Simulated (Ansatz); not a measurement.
# CuCl2 under changes of volume

One of the cells (46.505 Å³/atom); the others are scaled copies at fixed shape and fractional positions:

```
Cu Cl
1.0
    -2.25486    2.25486    6.85990
     2.25486   -2.25486    6.85990
     2.25486    2.25486   -6.85990
Cu Cl
1 2
Direct
  0.00000 0.00000 0.00000
  0.00000 0.50000 0.50000
  0.50000 0.00000 0.50000
```

Measurements of this composition are mostly on another form, of space group No. 12.

```yaml
Program: Ansatz 0.2.0
Functional: r2SCAN
Potentials_or_basis: Ansatz PAW
Cutoff: "500 eV (not typed: the program's choice for these potentials)"
k_mesh: 8 × 8 × 8
Occupations: fermi-dirac, width 0.05 eV
Spin: no spin polarisation
```

| volume (Å³/atom) | energy over the lowest point (meV/atom) | pressure (GPa) |
| --- | --- | --- |
| 43.714 | ? | ? |
| 44.644 | 2.80 | 0.8 |
| 45.574 | 0.00 | 0.2 |
| 46.505 | 0.17 | -0.3 |
| 47.435 | 2.97 | -0.7 |
| 48.365 | 8.12 | -1.1 |
| 49.295 | 15.36 | -1.4 |

Problem. What does the run at 43.714 Å³/atom give?

Solution. Energy over the lowest point 8.92 meV/atom; pressure 1.4 GPa.

Worked out: A Birch-Murnaghan fit of order 3 (a polynomial in V^(-2/3)) to the other rows has its minimum at 45.98 Å³/atom with B0 = V·E''(V) = 24 GPa and B' = 4.8 at fixed shape and positions, which overstates the stiffness. It gives 8.93 meV/atom at 43.714 Å³/atom, against the run's 8.92, and -dE/dV = 1.4 GPa, against 1.4.

Energies are extrapolated to zero smearing.

Caveats: an odd number of electrons without spin polarisation forces a metal; a magnetic or distorted state may lie lower; the run has no spin polarisation, though such a crystal can be magnetic; the PAW data sets come from PBE, with cores solved anew for the run's functional, which leaves a small shift of forces and pressure.
